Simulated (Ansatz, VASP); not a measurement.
# Two plane-wave programs on C

```
C
1.0
     2.46573    0.00000    0.00000
    -1.23286    2.13538    0.00000
     0.00000    0.00000   17.03395
C
2
Cartesian
  0.0000 0.0000 8.5170
  1.2329 0.7118 8.5170
```

Alike in both runs: functional PBE; dispersion D3(BJ); k mesh 15 × 15 × 1; occupations gaussian, width 0.05 eV; no spin polarisation.

Ansatz relaxed the structure, and its values are those at the end. VASP's run is a single point on that final structure, the one shown.

|  | VASP | Ansatz |
| --- | --- | --- |
| version | VASP 6.6.1 | Ansatz 0.2.0 |
| potentials or method | VASP PAW PBE potentials, release 64 (C) | scalar-relativistic, plane waves, PAW |
| plane-wave cutoff (eV) | 520 | 600 |
| valence electrons in the cell | 8 | 8 |

|  | VASP | Ansatz | Ansatz less VASP |
| --- | --- | --- | --- |
| gap on the k mesh at the Fermi level (eV) | none | none | - |
| work function, face that differs most (eV) | 4.24 | 4.24 | 0.000 |

A gap of «none» marks a metal or a gap that the smearing closes.
